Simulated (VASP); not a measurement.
**TiAl under changes of volume**

One of the cells (16.386 Å³/atom); the others are scaled copies at fixed shape and fractional positions:

```
Ti Al
1.0
     3.20012    0.00000    0.00000
     0.00000    3.20012    0.00000
     0.00000    0.00000    3.20012
Ti Al
1 1
Direct
  0.00000 0.00000 0.00000
  0.50000 0.50000 0.50000
```

The cell comes from a database or a generator and needn't be the stable form of this composition.

* Program: VASP 6.6.1
* Functional: PBE
* Potentials or basis: VASP PAW PBE potentials, release 64 (Ti_sv, Al)
* Cutoff: 520 eV
* k mesh: 8 × 8 × 8
* Occupations: fermi-dirac, width 0.05 eV
* Spin: no spin polarisation

```tsv
volume (Å³/atom)	energy over the lowest point (meV/atom)	pressure (GPa)
15.101	?	?
15.422	12.39	5.9
15.743	3.34	3.2
16.386	0.00	-1.3
16.707	4.79	-3.3
17.028	13.36	-5.1
```

What does the run at 15.101 Å³/atom give?

Energy over the lowest point 27.02 meV/atom; pressure 8.8 GPa.

Worked out: A Birch-Murnaghan fit of order 3 (a polynomial in V^(-2/3)) to the other rows has its minimum at 16.18 Å³/atom with B0 = V·E''(V) = 111 GPa and B' = 4.0. It gives 27.05 meV/atom at 15.101 Å³/atom, against the run's 27.02, and -dE/dV = 8.8 GPa, against 8.8.

Energies are extrapolated to zero smearing.
